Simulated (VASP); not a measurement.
# CdS (P6_3mc) in VASP: notebook, part 2 of 2

VASP 6.6.1. The steps go on from the part before.

**3. Band structure, LDA**

This run uses another cell than the first one, of 24.03 Å³/atom, 0.918 times its volume.

INCAR

```
SYSTEM = CdS
PREC = Accurate ; ENCUT = 520
EDIFF = 1E-6 ; ISMEAR = 0
SIGMA = 0.03 ; LREAL = .FALSE.
LASPH = .TRUE. ; NELM = 80
ALGO = Fast ; ISIF = 2
LWAVE = .FALSE. ; LCHARG = .FALSE.
NBANDS = 26 ; ICORELEVEL = 1
```

KPOINTS

```
Automatic mesh
0
G
  9 9 4
  0 0 0
```

POSCAR

```
CdS                                     
1.0
    4.0834517098      0.0000000000      0.0000000000
   -2.0417258549      3.5363729199      0.0000000000
    0.0000000000      0.0000000000      6.6573691771
  Cd              S             
     2     2
Direct
     0.3333333300000021    0.6666666699999979    0.9995748263787831
     0.6666666699999979    0.3333333300000021    0.4995748263787831
     0.3333333300000021    0.6666666699999979    0.3754251736212169
     0.6666666699999979    0.3333333300000021    0.8754251736212169
```

KPOINTS_OPT

```
explicit points
141
Reciprocal
 0.0000000000  0.0000000000  0.0000000000 1
 0.0357142857  0.0000000000  0.0000000000 1
 0.0714285714  0.0000000000  0.0000000000 1
 0.1071428571  0.0000000000  0.0000000000 1
 0.1428571429  0.0000000000  0.0000000000 1
 0.1785714286  0.0000000000  0.0000000000 1
[... 133 lines left out ...]
 0.5000000000  0.0000000000  0.5000000000 1
 0.5000000000  0.0000000000  0.0000000000 1
```

Potentials or basis: VASP PAW LDA potentials, release 64 (Cd, S).

Started as:

```sh
$ cat potpaw_LDA.64/Cd/POTCAR potpaw_LDA.64/S/POTCAR > POTCAR
$ mpirun -np 1 vasp_std > vasp.out
```

It took 2.2 min on 1 thread of Intel Xeon Platinum 8488C (Sapphire Rapids), shared host; peak memory 0.26 GiB.

The run converged. Its results:

- Free energy: -14.8191 eV
- Pressure: 0.1 GPa
- Largest force: 0.004 eV/Å
- Band gap on the k mesh: 1.04 eV, direct
- Band gap along the path: 1.04 eV, direct

Forces in eV/Å, atoms in the order of the input:
```
Cd   0.000  0.000 -0.004
Cd   0.000  0.000 -0.004
S    0.000  0.000  0.004
S    0.000  0.000  0.004
```

Levels at the corners of the path, in eV from the valence-band top:
```csv
point,band 14,band 15,band 16,band 17,band 18,band 19,band 20,band 21,band 22,band 23
Γ,-0.82,-0.82,-0.06,0.00,0.00,1.04,2.63,6.29,6.29,6.57
M,-3.77,-2.88,-2.04,-1.44,-0.82,3.60,3.67,4.87,6.32,6.86
M,-3.77,-2.88,-2.04,-1.44,-0.82,3.60,3.67,4.87,6.32,6.86
K,-3.94,-3.38,-2.03,-2.03,-1.80,4.32,5.10,5.10,6.98,7.30
K,-3.94,-3.38,-2.03,-2.03,-1.80,4.32,5.10,5.10,6.98,7.30
Γ,-0.82,-0.82,-0.06,0.00,0.00,1.04,2.63,6.29,6.29,6.57
Γ,-0.82,-0.82,-0.06,0.00,0.00,1.04,2.63,6.29,6.29,6.57
A,-2.64,-0.43,-0.43,-0.43,-0.43,2.72,2.72,6.01,6.01,6.66
A,-2.64,-0.43,-0.43,-0.43,-0.43,2.72,2.72,6.01,6.01,6.66
L,-4.43,-1.47,-1.47,-1.46,-1.46,3.26,3.26,5.21,5.21,7.77
L,-4.43,-1.47,-1.47,-1.46,-1.46,3.26,3.26,5.21,5.21,7.77
H,-4.30,-2.66,-2.66,-1.23,-1.23,4.25,4.25,5.87,5.87,6.42
H,-4.30,-2.66,-2.66,-1.23,-1.23,4.25,4.25,5.87,5.87,6.42
A,-2.64,-0.43,-0.43,-0.43,-0.43,2.72,2.72,6.01,6.01,6.66
L,-4.43,-1.47,-1.47,-1.46,-1.46,3.26,3.26,5.21,5.21,7.77
M,-3.77,-2.88,-2.04,-1.44,-0.82,3.60,3.67,4.87,6.32,6.86
K,-3.94,-3.38,-2.03,-2.03,-1.80,4.32,5.10,5.10,6.98,7.30
H,-4.30,-2.66,-2.66,-1.23,-1.23,4.25,4.25,5.87,5.87,6.42
```

Core levels (eV, on the scale of the bands):
```tsv
atom	levels
1 Cd	1s -26363.7, 2s -3913.8, 2p -3517.0, 3s -724.3, 3p -593.6, 3d -387.6, 4s -99.4, 4p -60.8
2 Cd	1s -26363.7, 2s -3913.8, 2p -3517.0, 3s -724.3, 3p -593.6, 3d -387.6, 4s -99.4, 4p -60.8
3 S	1s -2384.3, 2s -202.0, 2p -147.8
4 S	1s -2384.3, 2s -202.0, 2p -147.8
```

**4. Band structure, PBEsol**

This run uses another cell than the first one, of 24.85 Å³/atom, 0.950 times its volume.

INCAR

```
PREC = Accurate
ENCUT = 520
EDIFF = 1E-6
ISMEAR = 0
SIGMA = 0.03
LREAL = F
LASPH = T
NELM = 80
ALGO = Normal
ISIF = 2
LWAVE = F
LCHARG = F
GGA = PS
NBANDS = 26
ICORELEVEL = 1
```

KPOINTS

```
regular mesh
0
Gamma
  9 9 4
```

POSCAR

```
CdS                                     
1.0
    4.1314642933      0.0000000000      0.0000000000
   -2.0657321467      3.5779530371      0.0000000000
   -0.0000000000      0.0000000000      6.7246185049
  Cd              S             
     2     2
Direct
     0.3333333300000021    0.6666666699999979    0.9993193368878834
     0.6666666699999979    0.3333333300000021    0.4993193368878836
     0.3333333300000021    0.6666666699999979    0.3756806631121164
     0.6666666699999979    0.3333333300000021    0.8756806631121166
```

KPOINTS_OPT

```
explicit points
96
Reciprocal
 0.0000000000  0.0000000000  0.0000000000 1
 0.0555555556  0.0000000000  0.0000000000 1
 0.1111111111  0.0000000000  0.0000000000 1
 0.1666666667  0.0000000000  0.0000000000 1
 0.2222222222  0.0000000000  0.0000000000 1
 0.2777777778  0.0000000000  0.0000000000 1
 0.3333333333  0.0000000000  0.0000000000 1
 0.3888888889  0.0000000000  0.0000000000 1
 0.4444444444  0.0000000000  0.0000000000 1
 0.5000000000  0.0000000000  0.0000000000 1
 0.5000000000  0.0000000000  0.0000000000 1
 0.4814814815  0.0370370370  0.0000000000 1
 0.4629629630  0.0740740741  0.0000000000 1
 0.4444444444  0.1111111111  0.0000000000 1
 0.4259259259  0.1481481481  0.0000000000 1
 0.4074074074  0.1851851852  0.0000000000 1
 0.3888888889  0.2222222222  0.0000000000 1
 0.3703703703  0.2592592592  0.0000000000 1
 0.3518518518  0.2962962963  0.0000000000 1
 0.3333333333  0.3333333333  0.0000000000 1
 0.3333333333  0.3333333333  0.0000000000 1
 0.2962962963  0.2962962963  0.0000000000 1
 0.2592592592  0.2592592592  0.0000000000 1
 0.2222222222  0.2222222222  0.0000000000 1
 0.1851851852  0.1851851852  0.0000000000 1
 0.1481481481  0.1481481481  0.0000000000 1
 0.1111111111  0.1111111111  0.0000000000 1
 0.0740740741  0.0740740741  0.0000000000 1
 0.0370370370  0.0370370370  0.0000000000 1
 0.0000000000  0.0000000000  0.0000000000 1
 0.0000000000  0.0000000000  0.0000000000 1
 0.0000000000  0.0000000000  0.0555555556 1
 0.0000000000  0.0000000000  0.1111111111 1
 0.0000000000  0.0000000000  0.1666666667 1
 0.0000000000  0.0000000000  0.2222222222 1
 0.0000000000  0.0000000000  0.2777777778 1
 0.0000000000  0.0000000000  0.3333333333 1
 0.0000000000  0.0000000000  0.3888888889 1
 0.0000000000  0.0000000000  0.4444444444 1
 0.0000000000  0.0000000000  0.5000000000 1
 0.0000000000  0.0000000000  0.5000000000 1
 0.0555555556  0.0000000000  0.5000000000 1
 0.1111111111  0.0000000000  0.5000000000 1
 0.1666666667  0.0000000000  0.5000000000 1
 0.2222222222  0.0000000000  0.5000000000 1
 0.2777777778  0.0000000000  0.5000000000 1
 0.3333333333  0.0000000000  0.5000000000 1
 0.3888888889  0.0000000000  0.5000000000 1
 0.4444444444  0.0000000000  0.5000000000 1
 0.5000000000  0.0000000000  0.5000000000 1
 0.5000000000  0.0000000000  0.5000000000 1
 0.4814814815  0.0370370370  0.5000000000 1
 0.4629629630  0.0740740741  0.5000000000 1
 0.4444444444  0.1111111111  0.5000000000 1
 0.4259259259  0.1481481481  0.5000000000 1
 0.4074074074  0.1851851852  0.5000000000 1
 0.3888888889  0.2222222222  0.5000000000 1
 0.3703703703  0.2592592592  0.5000000000 1
 0.3518518518  0.2962962963  0.5000000000 1
 0.3333333333  0.3333333333  0.5000000000 1
 0.3333333333  0.3333333333  0.5000000000 1
 0.2962962963  0.2962962963  0.5000000000 1
 0.2592592592  0.2592592592  0.5000000000 1
 0.2222222222  0.2222222222  0.5000000000 1
 0.1851851852  0.1851851852  0.5000000000 1
 0.1481481481  0.1481481481  0.5000000000 1
 0.1111111111  0.1111111111  0.5000000000 1
 0.0740740741  0.0740740741  0.5000000000 1
 0.0370370370  0.0370370370  0.5000000000 1
 0.0000000000  0.0000000000  0.5000000000 1
 0.5000000000  0.0000000000  0.5000000000 1
 0.5000000000  0.0000000000  0.4444444444 1
 0.5000000000  0.0000000000  0.3888888889 1
 0.5000000000  0.0000000000  0.3333333333 1
 0.5000000000  0.0000000000  0.2777777778 1
 0.5000000000  0.0000000000  0.2222222222 1
 0.5000000000  0.0000000000  0.1666666667 1
 0.5000000000  0.0000000000  0.1111111111 1
 0.5000000000  0.0000000000  0.0555555556 1
 0.5000000000  0.0000000000  0.0000000000 1
 0.3333333333  0.3333333333  0.0000000000 1
 0.3333333333  0.3333333333  0.0555555556 1
 0.3333333333  0.3333333333  0.1111111111 1
 0.3333333333  0.3333333333  0.1666666667 1
 0.3333333333  0.3333333333  0.2222222222 1
 0.3333333333  0.3333333333  0.2777777778 1
 0.3333333333  0.3333333333  0.3333333333 1
 0.3333333333  0.3333333333  0.3888888889 1
 0.3333333333  0.3333333333  0.4444444444 1
 0.3333333333  0.3333333333  0.5000000000 1
 0.0000000000  0.0000000000  0.0000000000 1
 0.0000000000  0.0000000000  0.5000000000 1
 0.3333333333  0.3333333333  0.5000000000 1
 0.3333333333  0.3333333333  0.0000000000 1
 0.5000000000  0.0000000000  0.5000000000 1
 0.5000000000  0.0000000000  0.0000000000 1
```

Potentials or basis: VASP PAW PBE potentials, release 64 (Cd, S).

Started as:

```sh
$ cat potpaw_PBE.64/Cd/POTCAR potpaw_PBE.64/S/POTCAR > POTCAR
$ mpirun -np 1 vasp_std > vasp.out
```

Wall time 84 s (1 thread of Intel Xeon Platinum 8488C (Sapphire Rapids), shared host); peak memory 0.28 GiB.

The run converged. Its results:

| Property | Result |
| --- | --- |
| Free energy | -13.6336 eV |
| Pressure | 0.0 GPa |
| Band gap on the k mesh | 1.08 eV, direct |
| Band gap along the path | 1.08 eV, direct |

Forces in eV/Å, atoms in the order of the input:
```
Cd   0.000  0.000 -0.003
Cd   0.000  0.000 -0.003
S    0.000  0.000  0.003
S    0.000  0.000  0.003
```

Levels at the corners of the path, in eV from the valence-band top:
```
point  band 14  band 15  band 16  band 17  band 18  band 19  band 20  band 21  band 22  band 23
    Γ    -0.77    -0.77    -0.05     0.00     0.00     1.08     2.68     6.38     6.38     6.68
    M    -3.59    -2.71    -1.91    -1.33    -0.77     3.63     3.76     4.97     6.31     6.94
    M    -3.59    -2.71    -1.91    -1.33    -0.77     3.63     3.76     4.97     6.31     6.94
    K    -3.76    -3.17    -1.89    -1.89    -1.69     4.50     5.06     5.06     7.03     7.32
    K    -3.76    -3.17    -1.89    -1.89    -1.69     4.50     5.06     5.06     7.03     7.32
    Γ    -0.77    -0.77    -0.05     0.00     0.00     1.08     2.68     6.38     6.38     6.68
    Γ    -0.77    -0.77    -0.05     0.00     0.00     1.08     2.68     6.38     6.38     6.68
    A    -2.52    -0.40    -0.40    -0.40    -0.40     2.75     2.75     6.07     6.07     6.74
    A    -2.52    -0.40    -0.40    -0.40    -0.40     2.75     2.75     6.07     6.07     6.74
    L    -4.21    -1.37    -1.37    -1.36    -1.36     3.35     3.35     5.27     5.27     7.79
    L    -4.21    -1.37    -1.37    -1.36    -1.36     3.35     3.35     5.27     5.27     7.79
    H    -4.09    -2.49    -2.49    -1.14    -1.14     4.29     4.29     5.97     5.97     6.41
    H    -4.09    -2.49    -2.49    -1.14    -1.14     4.29     4.29     5.97     5.97     6.41
    A    -2.52    -0.40    -0.40    -0.40    -0.40     2.75     2.75     6.07     6.07     6.74
    L    -4.21    -1.37    -1.37    -1.36    -1.36     3.35     3.35     5.27     5.27     7.79
    M    -3.59    -2.71    -1.91    -1.33    -0.77     3.63     3.76     4.97     6.31     6.94
    K    -3.76    -3.17    -1.89    -1.89    -1.69     4.50     5.06     5.06     7.03     7.32
    H    -4.09    -2.49    -2.49    -1.14    -1.14     4.29     4.29     5.97     5.97     6.41
```

Core levels (eV, on the scale of the bands):
```tsv
atom	levels
1 Cd	1s -26514.0, 2s -3931.2, 2p -3526.4, 3s -728.0, 3p -595.3, 3d -387.8, 4s -100.2, 4p -61.2
2 Cd	1s -26514.0, 2s -3931.2, 2p -3526.4, 3s -728.0, 3p -595.3, 3d -387.8, 4s -100.2, 4p -61.2
3 S	1s -2397.4, 2s -203.4, 2p -148.2
4 S	1s -2397.4, 2s -203.4, 2p -148.2
```

Caveat: the PAW data sets were made with another functional, which shifts forces and pressure a little.

**5. Summary**

| level | potentials or basis | cell | gap on the mesh (eV) | pressure (GPa) |
| --- | --- | --- | --- | --- |
| PBE | VASP PAW PBE potentials, release 64 (Cd, S) | P6_3mc, 26.17 Å³/atom | 1.10 | 0.0 |
| LDA | VASP PAW LDA potentials, release 64 (Cd, S) | P6_3mc, 24.03 Å³/atom | 1.04 | 0.1 |
| PBEsol | VASP PAW PBE potentials, release 64 (Cd, S) | P6_3mc, 24.85 Å³/atom | 1.08 | 0.0 |

Alike in all rows: task band structure; no spin polarisation; k mesh 9 × 9 × 4; cutoff (eV) 520; smearing gaussian 0.03 eV.

Caveats: the PAW data sets were made with another functional, which shifts forces and pressure a little (some runs).

Total energies depend on the potentials used, so only differences within one code and one set of settings carry meaning.

**6. Comparison with measurements**

Step 2. A measured gap of CdS is 2.5809 eV (quoted in “Isotope dependence of band-gap energy”, 2008, arxiv:0807.2152); the calculated 1.10 eV misses it by -1.48 eV. So large a miss can be the level of theory's own, or it may mean another phase, state or a wrong row. Spin-orbit coupling on Cd is left out. The value is that of PBE, without temperature or zero-point motion. Semilocal functionals fall short of measured gaps as a rule.

Step 3. A measured gap of CdS is 2.5809 eV (quoted in “Isotope dependence of band-gap energy”, 2008, arxiv:0807.2152); the calculated 1.04 eV misses it by -1.54 eV. So large a miss can be the level of theory's own, or it may mean another phase, state or a wrong row. Spin-orbit coupling on Cd is left out. The value is that of LDA, without temperature or zero-point motion. Semilocal functionals fall short of measured gaps as a rule.

Step 4. Against the measured gap of CdS, 2.5809 eV (quoted in “Isotope dependence of band-gap energy”, 2008, arxiv:0807.2152), the calculated 1.08 eV is off by -1.50 eV. So large a miss can be the level of theory's own, or it may mean another phase, state or a wrong row. Spin-orbit coupling on Cd is left out. The value is that of PBEsol, without temperature or zero-point motion. Semilocal functionals fall short of measured gaps as a rule.
